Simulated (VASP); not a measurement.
# From an Ansatz input to VASP: InAs (zincblende)

Ansatz input

```yaml
crystal:
  lattice:
    - [0.0, 3.094347065, 3.094347065]
    - [3.094347065, 0.0, 3.094347065]
    - [3.094347065, 3.094347065, 0.0]
  atoms:
    - { symbol: In, position: [0.0, 0.0, 0.0] }
    - { symbol: As, position: [0.25, 0.25, 0.25] }
kpoints:
  mp_grid: { grid: [6, 6, 6] }
hamiltonian:
  xc: lda
scf:
  occupations: { method: fermi_dirac, width: 0.02 }
relax:
  f_tol: 0.005
  cell: {}
```

Problem. Which VASP files do the same job?

Solution. 

INCAR

```
GGA = CA
IBRION = 2
EDIFF = 1E-7
NELM = 120
ISIF = 3
LWAVE = .FALSE.
NBANDS = 16
ENCUT = 600
SIGMA = 0.02
LASPH = .TRUE.
LCHARG = .FALSE.
EDIFFG = -5E-3
PREC = Accurate
ISMEAR = -1
LREAL = .FALSE.
NSW = 40
```

KPOINTS

```
KPOINTS created by Atomic Simulation Environment
0
Gamma
6 6 6
0 0 0
```

POSCAR

```
In As
 1.0000000000000000
     0.0000000000000000    3.0943470650270921    3.0943470650270921
     3.0943470650270921    0.0000000000000000    3.0943470650270921
     3.0943470650270921    3.0943470650270921    0.0000000000000000
 In  As
   1   1
Cartesian
  0.0000000000000000  0.0000000000000000  0.0000000000000000
  1.5471735325135458  1.5471735325135458  1.5471735325135458
```

VASP ran with the recommended LDA PAW datasets (18 valence electrons in the cell). Other inputs would serve too.

```csv
,Ansatz,VASP
relaxed cell vector lengths,"4.263, 4.263, 4.263 Å","4.267, 4.267, 4.267 Å"
relaxed cell volume,54.79 Å³,54.94 Å³
```

The two codes use different PAW datasets and cutoffs. VASP's cell holds 18 valence electrons and Ansatz's 28. LDA means the Perdew–Zunger form with relativistic exchange in VASP and the Perdew–Wang form in Ansatz.
